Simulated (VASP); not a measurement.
Crystal: CoSi.

```
CELL_PARAMETERS angstrom
4.36118 -0.00273 0.06172
-0.00273 4.40756 -0.02247
0.06172 -0.02247 4.49120
ATOMIC_POSITIONS crystal
Co 0.15570 0.15312 0.16477
Co 0.63692 0.37033 0.84749
Co 0.80599 0.66711 0.36308
Co 0.32092 0.84090 0.66327
Si 0.85737 0.86839 0.83690
Si 0.36742 0.64050 0.14240
Si 0.18319 0.33927 0.70026
Si 0.69010 0.16176 0.34793
```

The cell was built by a generator and needn't be a form met in nature.

| Item | Value |
| --- | --- |
| Program | VASP 6.6.1 |
| Task | relaxation of cell and atoms |
| Functional | PBE |
| Potentials or basis | VASP PAW PBE potentials, release 64 (Co, Si) |
| Cutoff | 520 eV |
| k mesh | 5 × 5 × 5 |
| Occupations | gaussian, width 0.15 eV |
| Spin | no spin polarisation |

At the start: pressure 9.7 GPa; volume 10.79 Å³/atom.

**Question.** How do energy, volume and symmetry change on relaxing?

**Answer.** Over 13 steps the energy falls by 197.1 meV/atom and the volume is 10.85 Å³/atom (+0.6 %); space group P2_13 (No. 198, to 0.05 Å).

Step by step:
| step | energy change (eV) | largest force (eV/Å) | pressure (GPa) | volume (Å³) |
| --- | --- | --- | --- | --- |
| 1 | 0.0000 | 3.6764 | 9.71 | 86.31 |
| 2 | -0.9602 | 0.9694 | -15.30 | 94.67 |
| 3 | -1.0907 | 1.2623 | -10.56 | 92.13 |
| 4 | -1.4290 | 1.0015 | 5.39 | 84.99 |
| 5 | -1.4526 | 0.9039 | 1.41 | 86.32 |
| 6 | -1.5442 | 0.3884 | 0.76 | 86.51 |
| 7 | -1.5606 | 0.2821 | 0.64 | 86.63 |
| 8 | -1.5729 | 0.1480 | -0.75 | 87.21 |
| 9 | -1.5733 | 0.1353 | -1.14 | 87.34 |
| 10 | -1.5750 | 0.0729 | 0.94 | 86.58 |
| 11 | -1.5762 | 0.0528 | -0.18 | 86.88 |
| 12 | -1.5762 | 0.0519 | -0.02 | 86.83 |
| 13 | -1.5767 | 0.0178 | 0.32 | 86.80 |

Final structure:
```
Co Si
1.0
     4.42828    0.00050   -0.00066
    -0.00022    4.42691    0.00005
     0.00055    0.00087    4.42775
Co Si
4 4
Direct
  0.14761 0.15023 0.15354
  0.64793 0.36020 0.86301
  0.85677 0.65059 0.36314
  0.35678 0.85981 0.65358
  0.84510 0.84882 0.85149
  0.34483 0.66137 0.16492
  0.15945 0.34855 0.66481
  0.65912 0.16180 0.35161
```
